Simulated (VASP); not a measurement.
H6C2O: single point with r2SCAN+D3(BJ)

H6C2O:

```
C O H
1.0
     7.52907    0.00000    0.00000
     0.00000    7.52907    0.00000
     0.00000    0.00000    7.52907
C O H
8 4 24
Direct
  0.31648 0.04839 0.82556
  0.49905 0.12910 0.84728
  0.89111 0.14537 0.30184
  0.84293 0.20837 0.48507
  0.03863 0.64007 0.53550
  0.86042 0.72475 0.55521
  0.20916 0.50820 0.05588
  0.02233 0.57217 0.03243
  0.50446 0.29916 0.76385
  0.98889 0.18653 0.59236
  0.73935 0.64089 0.67181
  0.95397 0.46116 0.89668
  0.62554 0.32133 0.75246
  0.53811 0.14516 0.98942
  0.59819 0.03352 0.78825
  0.31210 0.92036 0.89792
  0.21647 0.13930 0.88355
  0.30152 0.00228 0.68228
  0.96515 0.28525 0.68103
  0.77501 0.34012 0.49563
  0.73260 0.12250 0.53538
  0.78111 0.15876 0.20684
  0.00757 0.22147 0.25233
  0.93617 0.00728 0.30627
  0.62113 0.66817 0.64020
  0.88496 0.85931 0.61429
  0.79362 0.74902 0.42886
  0.12525 0.74647 0.47695
  0.09255 0.64045 0.66578
  0.03564 0.50883 0.48960
  0.85430 0.53717 0.86685
  0.93572 0.55630 0.15176
  0.03930 0.70139 0.98773
  0.28915 0.57254 0.16325
  0.22507 0.36581 0.06646
  0.27254 0.53527 0.92467
```

The cell was built by a generator and needn't be a form met in nature.

```json
{"Program": "VASP 6.6.1", "Task": "single point", "Functional": "r2SCAN", "Dispersion": "D3(BJ)", "Potentials or basis": "VASP PAW PBE potentials, release 64 (C, O, H)", "Cutoff": "520 eV", "k mesh": "1 × 1 × 1", "Occupations": "fermi-dirac, width 0.05 eV", "Spin": "no spin polarisation"}
```

* Pressure: 0.7 GPa
* Largest force: 3.522 eV/Å
* Band gap on the k mesh: 5.10 eV, direct
* Dispersion energy per atom: -0.016 eV

Forces in eV/Å, atoms in the order of the input:
```
C    0.278 -0.980 -0.408
C    0.469 -0.830  0.473
C    0.438  0.676 -0.774
C   -2.708 -1.062 -0.899
C    0.058  2.430  0.805
C   -0.210  2.487 -0.172
C    1.729  0.458 -0.165
C    0.938 -2.790  1.875
O   -1.509 -0.710  0.037
O    0.432  2.397  2.544
O    0.634 -1.435  0.884
O   -1.176  0.586 -0.205
H    1.901  0.897 -0.333
H   -0.316 -0.139 -0.388
H   -0.331  0.704  0.191
H    0.020  0.442  0.168
H    0.018 -0.512 -0.867
H   -0.488  1.135  1.180
H    1.349 -1.581 -0.392
H    0.911 -0.110 -0.507
H    0.155 -0.060 -0.239
H    0.215 -0.076  0.134
H   -0.541 -0.145  0.071
H   -0.196 -0.009  0.058
H   -0.899  0.234 -0.245
H   -0.006 -0.363 -0.499
H    0.013 -0.175 -0.280
H   -0.510 -1.219 -0.639
H    0.480 -0.550  1.143
H    0.417 -1.221 -1.116
H   -0.577 -0.721 -1.166
H    0.484  0.466 -0.317
H   -0.581  2.298 -0.491
H   -0.601 -0.220 -0.590
H   -0.371 -0.340  0.428
H    0.084  0.035  0.700
```

Stress tensor (GPa, compression positive):
```
 1.66  0.56  1.86
 0.56 -0.50 -1.70
 1.86 -1.70  0.92
```

Levels at points of the mesh, in eV from the valence-band top:
```
           k point  band 38  band 39  band 40  band 41  band 42  band 43
(0.00, 0.00, 0.00)    -0.53    -0.33     0.00     5.10     6.60     6.82
```

Wall time 5.4 min on 1 thread of AMD EPYC 7571, on a shared host, peak memory 0.43 GiB.

Caveat: the PAW data sets were made with another functional, which shifts forces and pressure a little. r2SCAN opens gaps a little over a GGA but as a rule still falls short of measured ones.
